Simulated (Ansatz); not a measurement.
**Si in Ansatz: the effect of strain**

Crystal: Si.

```xyz
2
Lattice="0.0000 2.7219 2.7219 2.7763 0.0000 2.7219 2.7763 2.7219 0.0000" Properties=species:S:1:pos:R:3 pbc="T T T"
Si    2.7763    2.7219    2.7219
Si    4.1644    4.0828    4.0828
```

The cell isn't the ideal one: strain = 0.02.

Alike in all runs:

| Item | Value |
| --- | --- |
| Program | Ansatz 0.2.0 |
| Task | relaxation of the atoms |
| Functional | PBE |
| Potentials or basis | all-electron LAPW, scalar-relativistic |
| Basis error allowed | 0.001 eV/atom |
| k mesh | 8 × 8 × 8 |
| Occupations | fermi-dirac, width 0.05 eV |
| Spin | no spin polarisation |

Each run relaxes the cell or the atoms first.

```csv
strain,gap on the mesh (eV),pressure (GPa)
0.02,0.55,-0.5
0.04,?,?
0.01,0.59,0.4
```

**Question.** What does the run with strain 0.04 give?

**Answer.** gap on the mesh 0.48 eV; pressure -2.1 GPa.

Caveats: the relaxation stopped at its first step, so nothing moved.

A k mesh can miss the band edges.
